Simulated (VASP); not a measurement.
Output of a VASP run:

### OUTCAR
```
 ion  position               nearest neighbor table
   1  0.000  0.000  0.000-
   2  0.500  0.500  0.500-
  LATTYP: Found a simple cubic cell.
 ALAT       =     4.7065568967
 Subroutine PRICEL returns:
 Original cell was already a primitive cell.
 Subroutine GETGRP returns: Found 48 space group operations
The static configuration has the point symmetry O_h .
The dynamic configuration has the point symmetry O_h .
 Subroutine INISYM returns: Found 48 space group operations
 Subroutine IBZKPT returns following result:
 Found     20 irreducible k-points:

 Following reciprocal coordinates:
            Coordinates               Weight
  0.000000  0.000000  0.000000      1.000000
  0.166667  0.000000  0.000000      6.000000
  0.333333  0.000000  0.000000      6.000000
  0.500000  0.000000  0.000000      3.000000
  0.166667  0.166667  0.000000     12.000000
  0.333333  0.166667  0.000000     24.000000
  0.500000  0.166667  0.000000     12.000000
  0.333333  0.333333  0.000000     12.000000
  0.500000  0.333333  0.000000     12.000000
  0.500000  0.500000  0.000000      3.000000
  0.166667  0.166667  0.166667      8.000000
  0.333333  0.166667  0.166667     24.000000
  0.500000  0.166667  0.166667     12.000000
  0.333333  0.333333  0.166667     24.000000
  0.500000  0.333333  0.166667     24.000000
  0.500000  0.500000  0.166667      6.000000
  0.333333  0.333333  0.333333      8.000000
  0.500000  0.333333  0.333333     12.000000
  0.500000  0.500000  0.333333      6.000000
  0.500000  0.500000  0.500000      1.000000
   k-points           NKPTS =     20   k-points in BZ     NKDIM =     20   number of bands    NBANDS=     12
   number of dos      NEDOS =    301   number of ions     NIONS =      2
   total plane-waves  NPLWV =  46656
   dimension x,y,z NGX =    36 NGY =   36 NGZ =   36
   dimension x,y,z NGXF=    72 NGYF=   72 NGZF=   72
   ions per type =               1   1
   PREC   = accura    normal or accurate (medium, high low for compatibility)
   ISTART =      0    job   : 0-new  1-cont  2-samecut
   ICHARG =      2    charge: 1-file 2-atom 10-const
   ISPIN  =      1    spin polarized calculation?
   LNONCOLLINEAR =      F non collinear calculations
   LSORBIT =      F    spin-orbit coupling
   INIWAV =      1    electr: 0-lowe 1-rand  2-diag
   ENCUT  =  520.0 eV  38.22 Ry    6.18 a.u.   8.75  8.75  8.75*2*pi/ulx,y,z
   NELM   =    100;   NELMIN=  2; NELMDL= -5     # of ELM steps
   EDIFF  = 0.1E-06   stopping-criterion for ELM
   LREAL  =      F    real-space projection
   NLSPLINE    = F    spline interpolate recip. space projectors
   LMAXMIX     =    4 max onsite mixed and CHGCAR
   VOSKOWN=      0    Vosko Wilk Nusair interpolation
   EDIFFG = 0.1E-05   stopping-criterion for IOM
   NSW    =      0    number of steps for IOM
   NBLOCK =      1;   KBLOCK =      1    inner block; outer block
   IBRION =     -1    ionic relax: 0-MD 1-quasi-New 2-CG
   NFREE  =      0    steps in history (QN), initial steepest desc. (CG)
   ISIF   =      2    stress and relaxation
   ISYM   =      2    0-nonsym 1-usesym 2-fastsym
   TEIN   =    0.0    initial temperature
   TEBEG  =    0.0;   TEEND  =   0.0 temperature during run
   SMASS  =  -3.00    Nose mass-parameter (am)
   PSTRESS=    0.0 pullay stress
   NELECT =      16.0000    total number of electrons
   EFERMI =   0.00;   METHOD = LEGACY
   ISMEAR =     0;   SIGMA  =   0.05  broadening in eV -4-tet -1-fermi 0-gaus
   IALGO  =     38    algorithm
   LDIAG  =      T    sub-space diagonalisation (order eigenvalues)
   IMIX   =      4    mixing-type and parameters
     AMIX     =   0.40;   BMIX     =  1.00
     AMIX_MAG =   1.60;   BMIX_MAG =  1.00
     AMIN     =   0.10
   METAGGA = TPSS    functional components
   VOSKOWN =     0    Vosko Wilk Nusair interpolation
   LHFCALC =     F    Hartree Fock is set to
   LHFONE  =     F    Hartree Fock one center treatment
...
```

OSZICAR:
```
       N       E                     dE             d eps       ncg     rms          rms(c)
DAV:   1     0.120348363354E+03    0.12035E+03   -0.61572E+03   492   0.122E+03
DAV:   2    -0.288958659066E+01   -0.12324E+03   -0.11106E+03   712   0.246E+02
DAV:   3    -0.214304677535E+02   -0.18541E+02   -0.18294E+02   760   0.126E+02
DAV:   4    -0.221800585835E+02   -0.74959E+00   -0.74888E+00   676   0.312E+01
DAV:   5    -0.221995666417E+02   -0.19508E-01   -0.19504E-01   752   0.502E+00    0.164E+00
DAV:   6    -0.122652224421E+02    0.99343E+01   -0.98754E+03   484   0.304E+05    0.106E+00
DAV:   7    -0.210705948363E+02   -0.88054E+01   -0.31913E+00   484   0.259E+01    0.125E+00
DAV:   8    -0.212667273922E+02   -0.19613E+00   -0.21654E-01   576   0.437E+00    0.862E-01
DAV:   9    -0.212230519035E+02    0.43675E-01   -0.72781E-02   548   0.255E+00    0.451E-01
DAV:  10    -0.212943576926E+02   -0.71306E-01   -0.83201E-02   504   0.238E+00    0.137E-01
DAV:  11    -0.213068883562E+02   -0.12531E-01   -0.36036E-02   564   0.191E+00    0.215E-01
DAV:  12    -0.213111479268E+02   -0.42596E-02   -0.18700E-03   528   0.556E-01    0.123E-01
DAV:  13    -0.213113970500E+02   -0.24912E-03   -0.70151E-03   500   0.682E-01    0.638E-02
DAV:  14    -0.213136520620E+02   -0.22550E-02   -0.11760E-03   544   0.365E-01    0.517E-02
DAV:  15    -0.213136303190E+02    0.21743E-04   -0.12465E-04   584   0.102E-01    0.266E-02
DAV:  16    -0.213137739515E+02   -0.14363E-03   -0.85425E-05   532   0.793E-02    0.118E-02
DAV:  17    -0.213137530980E+02    0.20853E-04   -0.21789E-05   536   0.518E-02    0.847E-03
DAV:  18    -0.213137551034E+02   -0.20054E-05   -0.28330E-05   516   0.518E-02    0.642E-03
DAV:  19    -0.213137864031E+02   -0.31300E-04   -0.29466E-05   508   0.464E-02    0.623E-03
DAV:  20    -0.213137864934E+02   -0.90296E-07   -0.66681E-07   592   0.883E-03
   1 F= -.21313786E+02 E0= -.21313786E+02  d E =-.670999E-16
```

File OUTCAR:
```
------------------------ aborting loop because EDIFF is reached ----------------------------------------
  FORCE on cell =-STRESS in cart. coord.  units (eV):
  Direction    XX          YY          ZZ          XY          YZ          ZX
  --------------------------------------------------------------------------------------
  Total       -0.1583678     -0.1583678     -0.1583678      0.0000000      0.0000000      0.0000000
  in kB       -2.4337023     -2.4337023     -2.4337023      0.0000000      0.0000000      0.0000000
  external PRESSURE =      -2.4337023 kB  Pullay stress =       0.0000000 kB
  volume of cell :      104.26
      direct lattice vectors                 reciprocal lattice vectors
     4.706556897  0.000000000  0.000000000     0.212469544  0.000000000  0.000000000
     0.000000000  4.706556897  0.000000000     0.000000000  0.212469544  0.000000000
     0.000000000  0.000000000  4.706556897     0.000000000  0.000000000  0.212469544
 POSITION                                       TOTAL-FORCE (eV/Angst)
 -----------------------------------------------------------------------------------
      0.00000      0.00000      0.00000         0.000000      0.000000      0.000000
      2.35328      2.35328      2.35328         0.000000      0.000000      0.000000
 -----------------------------------------------------------------------------------
    total drift:                               -0.000000      0.000000      0.000000
  FREE ENERGIE OF THE ION-ELECTRON SYSTEM (eV)
  ---------------------------------------------------
  free  energy   TOTEN  =       -21.3137864934 eV

  energy  without entropy=      -21.3137864934  energy(sigma->0) =      -21.31378649
```
(Selected blocks of OUTCAR.)

POSCAR:
```
CsI
1
    4.7065568967     0.0000000000     0.0000000000
    0.0000000000     4.7065568967     0.0000000000
    0.0000000000     0.0000000000     4.7065568967
Cs I
1 1
Direct
  0.0000000000   0.0000000000   0.0000000000
  0.5000000000   0.5000000000   0.5000000000
```

**Question.** Reconstruct the remaining input files.

**Answer.** Several could match; the one computed here: the input of the run itself, TPSS meta-GGA, plane waves, VASP's PBE PAW potentials (set 64).

KPOINTS:
```
Automatic mesh
0
Gamma
6 6 6
0 0 0
```

### INCAR
```
NELM  =  100
ALGO  =  Normal   # blocked Davidson
METAGGA  =  TPSS
LREAL  =  F
LMAXMIX  =  4
EDIFF  =  1E-7   # SCF stop (eV)
ISIF  =  2   # forces and stress, cell fixed
LMIXTAU  =  T
LASPH  =  T   # aspherical one-centre terms
ENCUT  =  520   # plane-wave cut-off (eV)
PREC  =  Accurate
LCHARG  =  F
SYSTEM  =  CsI
SIGMA  =  0.05   # width (eV)
LWAVE  =  F
ISMEAR  =  0   # Gaussian
```

POTCAR, in this order: Cs_sv I (PBE.64 set). Program: vasp_std.

The compound is CsI in the CsCl type structure. This cell is one point of a volume scan, at 1.03 of the reference volume.
